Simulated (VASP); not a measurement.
ZrO₂ (fluorite) relaxed at rising pressure, in one space group throughout; other phases were not tried. The pressures are those reached. Computed with LDA (Ceperley-Alder, Perdew-Zunger), VASP's LDA PAW potentials (set 64) (plane waves; VASP).

```json
[
 {"P (GPa)": "0.01", "V (Å³/atom)": "10.603", "k-mesh": "8×8×8"},
 {"P (GPa)": "4.98", "V (Å³/atom)": "10.417", "k-mesh": "8×8×8"},
 {"P (GPa)": "9.97", "V (Å³/atom)": "10.246", "k-mesh": "8×8×8"},
 {"P (GPa)": "19.78", "V (Å³/atom)": "9.947", "k-mesh": "8×8×8"},
 {"P (GPa)": "29.76", "V (Å³/atom)": "9.683", "k-mesh": "8×8×8"}
]
```

**Question.** Fit an equation of state and predict the volume at 44.96 GPa.

**Answer.** Least squares on the third-order Birch-Murnaghan form, P = (3B0/2)(y⁷ − y⁵)[1 + (3/4)(B′ − 4)(y² − 1)] with y = (V0/V)^(1/3), gives V0 = 10.603 Å³/atom, B0 = 270 GPa and B′ = 4.2, and so 9.339 Å³/atom. The run gave 9.337 Å³/atom, -0.0 % from the fit.

Pressures at which the relaxation failed are left out.

The compound is ZrO2 in the fluorite structure, the high-temperature cubic form, which is unstable at 0 K; the monoclinic form is the stable one.
